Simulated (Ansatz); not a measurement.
Runs of Ansatz 0.2.0 on V. It takes space group P6_3/mmc (No. 194, hexagonal). Conventional cell: a = 2.604 Å, b = 2.604 Å, c = 4.723 Å, α = 90.00°, β = 90.00°, γ = 120.00°. V (site symmetry -6m2) is surrounded by 12 V at 2.60 to 2.80 Å. This isn't the form of V at room conditions, which is bcc.

```tsv
task	level	spin	U	fixed moment (μB)	cutoff (eV)	smearing	gap on the mesh (eV)	pressure (GPa)	moment (μB)
single point	PBE	collinear, ferromagnetic start	-	-	262	gaussian 0.05 eV	none	(a)	0.00
density of states	LDA+U	collinear, random start	V d U = 2.5 eV	1.0	261	methfessel-paxton 0.2 eV	-	-3.0	-
single point	RPBE	collinear, ferromagnetic start	-	-	262	gaussian 0.1 eV	none	3.5	0.00
single point	PBE	collinear, ferromagnetic start	-	-	262	gaussian 0.1 eV	none	-0.6	0.00
```

Alike in all rows: potentials or basis all-electron LAPW, scalar-relativistic; cell as given; k mesh 12 × 12 × 6; basis error allowed 0.001 eV/atom.

Problem. Fill in the values left out.

Solution. (a) -0.8.

Caveats: the starting moments weren't kept; the magnetic state may not be the lowest (some runs); U is the effective U less J, on atomic orbitals that reach past the spheres (some runs); the total moment is fixed, so each spin has its own Fermi level (some runs); the U is typed as a test and isn't derived for this compound (some runs).

A gap of «none» marks a metal or a gap under the smearing width.
